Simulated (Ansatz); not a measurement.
A (110) slab of GaN (F-43m (No. 216)), 7 planes, outer planes GaN (top) and GaN (bottom), with 14 atoms (Ga7N7) in a surface cell of A = 14.308 Å², as cut from the bulk:

```
CELL_PARAMETERS angstrom
3.18073 0.00000 0.00000
0.00000 4.49823 0.00000
0.00000 0.00000 24.54219
ATOMIC_POSITIONS crystal
Ga 0.50000 0.50000 0.30560
N 0.00000 0.25000 0.30560
Ga 0.00000 0.00000 0.37040
N 0.50000 0.75000 0.37040
Ga 0.50000 0.50000 0.43520
N 0.00000 0.25000 0.43520
Ga 0.00000 0.00000 0.50000
N 0.50000 0.75000 0.50000
Ga 0.50000 0.50000 0.56480
N 0.00000 0.25000 0.56480
Ga 0.00000 0.00000 0.62960
N 0.50000 0.75000 0.62960
Ga 0.50000 0.50000 0.69440
N 0.00000 0.25000 0.69440
```

The calculation used DFT PBEsol, scalar-relativistic, plane waves, PAW (Ansatz). Cutoff 420 eV; k points 8×6×1 on the computed 14-atom cell (Γ-centred); Gaussian smearing, width 0.05 eV; no spin polarisation.

Against the same 14 atoms in the bulk, the slab as cut lies 4.402 eV higher and the relaxed slab 3.470 eV higher.

Question: Work out the surface energy before and after relaxation.

Answer: The slab has two faces, so γ = (E_slab − N·E_bulk)/(2A), the mean of both. As cut: 4.402/(2 × 14.308) = 0.1538 eV/Å², and 1 eV/Å² = 16.02 J/m², so γ = 2.46 J/m². Relaxed: 3.470/(2 × 14.308) = 0.1213 eV/Å² = 1.94 J/m². Relaxation recovers 21 % of the cost of cutting.

Question: What is the ideal work of this cut, per area?

Answer: Griffith's ideal work is 2γ: 4.93 J/m² if the new faces stay rigid, 3.89 J/m² if they relax. One thickness was run, 7 planes, so γ can still shift with it.

The reference crystal is the zinc-blende form of GaN, which isn't its usual structure.